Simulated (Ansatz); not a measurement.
# SiO2: the cost of one run

Computed with Ansatz 0.2.0 (DFT PBE, scalar-relativistic, plane waves, PAW, unless a step's input says otherwise).

## Step 1: The starting structure

The structure is tetragonal, space group P4_32_12 (No. 96). The conventional cell has a = 4.933 Å, b = 4.933 Å, c = 6.465 Å, α = 90.00°, β = 90.00°, γ = 90.00°. Si (site symmetry 2) has 4 O at 1.62 Å in its first shell of neighbours. Around O (site symmetry 1) lie 2 Si at 1.62 Å.

Structure file:

```
CELL_PARAMETERS angstrom
-4.93290 4.93290 6.46450
4.93290 -4.93290 6.46450
4.93290 4.93290 -6.46450
ATOMIC_POSITIONS crystal
Si 0.65885 0.15885 0.31771
Si 0.15885 0.65885 0.31771
Si 0.15885 0.15885 0.81771
Si 0.65885 0.65885 0.81771
Si 0.78385 0.46615 0.00000
Si 0.28385 0.96615 0.00000
Si 0.28385 0.46615 0.50000
Si 0.78385 0.96615 0.50000
Si 0.09115 0.09115 0.18230
Si 0.59115 0.59115 0.18230
Si 0.59115 0.09115 0.68229
Si 0.09115 0.59115 0.68229
Si 0.71615 0.03385 0.00000
Si 0.21615 0.53385 0.00000
Si 0.21615 0.03385 0.50000
Si 0.71615 0.53385 0.50000
O 0.08325 0.03513 0.31645
O 0.58325 0.53514 0.31645
O 0.58325 0.03513 0.81646
O 0.08325 0.53514 0.81646
O 0.66014 0.34368 0.45188
O 0.16013 0.84368 0.45188
O 0.16013 0.34368 0.95188
O 0.66014 0.84368 0.95188
O 0.46868 0.01680 0.18355
O 0.96868 0.51680 0.18355
O 0.96868 0.01680 0.68354
O 0.46868 0.51680 0.68354
O 0.64180 0.45825 0.04811
O 0.14180 0.95825 0.04811
O 0.14180 0.45825 0.54812
O 0.64180 0.95825 0.54812
O 0.79175 0.10820 0.45188
O 0.29175 0.60820 0.45188
O 0.29175 0.10820 0.95188
O 0.79175 0.60820 0.95188
O 0.71486 0.16675 0.18355
O 0.21487 0.66675 0.18355
O 0.21487 0.16675 0.68354
O 0.71486 0.66675 0.68354
O 0.90632 0.08987 0.04811
O 0.40632 0.58986 0.04811
O 0.40632 0.08987 0.54812
O 0.90632 0.58986 0.54812
O 0.23320 0.28132 0.31645
O 0.73320 0.78132 0.31645
O 0.73320 0.28132 0.81646
O 0.23320 0.78132 0.81646
```

The runs take a perfect supercell of 48 atoms; the defect goes to fractional position (0.083, 0.035, 0.317).

## Step 2: The perfect supercell

File input.yaml:

```yaml
crystal:
  lattice:
    - [-4.9329, 4.9329, 6.4645]
    - [4.9329, -4.9329, 6.4645]
    - [4.9329, 4.9329, -6.4645]
  atoms:
    - { symbol: Si, position: [0.658853, 0.158852, 0.317705] }
    - { symbol: Si, position: [0.158852, 0.658853, 0.317705] }
    - { symbol: Si, position: [0.158852, 0.158852, 0.817705] }
    - { symbol: Si, position: [0.658853, 0.658853, 0.817705] }
    - { symbol: Si, position: [0.783853, 0.466148, 0.0] }
    - { symbol: Si, position: [0.283852, 0.966147, 0.0] }
    - { symbol: Si, position: [0.283852, 0.466148, 0.5] }
    - { symbol: Si, position: [0.783853, 0.966147, 0.5] }
    - { symbol: Si, position: [0.091148, 0.091148, 0.182295] }
    - { symbol: Si, position: [0.591148, 0.591148, 0.182295] }
    - { symbol: Si, position: [0.591148, 0.091148, 0.682295] }
    - { symbol: Si, position: [0.091148, 0.591148, 0.682295] }
    - { symbol: Si, position: [0.716147, 0.033853, 0.0] }
    - { symbol: Si, position: [0.216148, 0.533853, 0.0] }
    - { symbol: Si, position: [0.216148, 0.033853, 0.5] }
    - { symbol: Si, position: [0.716147, 0.533853, 0.5] }
    - { symbol: O, position: [0.08325, 0.035135, 0.316455] }
    - { symbol: O, position: [0.58325, 0.535135, 0.316455] }
    - { symbol: O, position: [0.58325, 0.035135, 0.816455] }
    - { symbol: O, position: [0.08325, 0.535135, 0.816455] }
    - { symbol: O, position: [0.660135, 0.34368, 0.451885] }
    - { symbol: O, position: [0.160135, 0.84368, 0.451885] }
    - { symbol: O, position: [0.160135, 0.34368, 0.951885] }
    - { symbol: O, position: [0.660135, 0.84368, 0.951885] }
    - { symbol: O, position: [0.46868, 0.016795, 0.183545] }
    - { symbol: O, position: [0.96868, 0.516795, 0.183545] }
    - { symbol: O, position: [0.96868, 0.016795, 0.683545] }
    - { symbol: O, position: [0.46868, 0.516795, 0.683545] }
    - { symbol: O, position: [0.641795, 0.45825, 0.048115] }
    - { symbol: O, position: [0.141795, 0.95825, 0.048115] }
    - { symbol: O, position: [0.141795, 0.45825, 0.548115] }
    - { symbol: O, position: [0.641795, 0.95825, 0.548115] }
    - { symbol: O, position: [0.79175, 0.108205, 0.451885] }
    - { symbol: O, position: [0.29175, 0.608205, 0.451885] }
    - { symbol: O, position: [0.29175, 0.108205, 0.951885] }
    - { symbol: O, position: [0.79175, 0.608205, 0.951885] }
    - { symbol: O, position: [0.714865, 0.16675, 0.183545] }
    - { symbol: O, position: [0.214865, 0.66675, 0.183545] }
    - { symbol: O, position: [0.214865, 0.16675, 0.683545] }
    - { symbol: O, position: [0.714865, 0.66675, 0.683545] }
    - { symbol: O, position: [0.90632, 0.089865, 0.048115] }
    - { symbol: O, position: [0.40632, 0.589865, 0.048115] }
    - { symbol: O, position: [0.40632, 0.089865, 0.548115] }
    - { symbol: O, position: [0.90632, 0.589865, 0.548115] }
    - { symbol: O, position: [0.233205, 0.28132, 0.316455] }
    - { symbol: O, position: [0.733205, 0.78132, 0.316455] }
    - { symbol: O, position: [0.733205, 0.28132, 0.816455] }
    - { symbol: O, position: [0.233205, 0.78132, 0.816455] }
basis:
  ecutwfc: 420
  fft_grid_basis: typed
kpoints:
  mp_grid: { grid: [2, 2, 2] }
hamiltonian:
  xc: pbe
  pseudopotentials: { kind: paw }
scf:
  occupations: { method: gaussian, width: 0.05 }
output:
  forces: true
  stress: false
  eigenvalues: true
  bader: false
  write_density: true
  volumetric_format: npy
```

Command:

```console
$ ansatz run input.yaml --threads 4 --pin off --max-ram 10240MiB --backend cpu --events-out ev --progress --plain --runs-dir out
```

What time and memory should one allow on 4 threads of Arm Neoverse N1, shared host?

About 12 s, with a peak of 2.2 GiB.
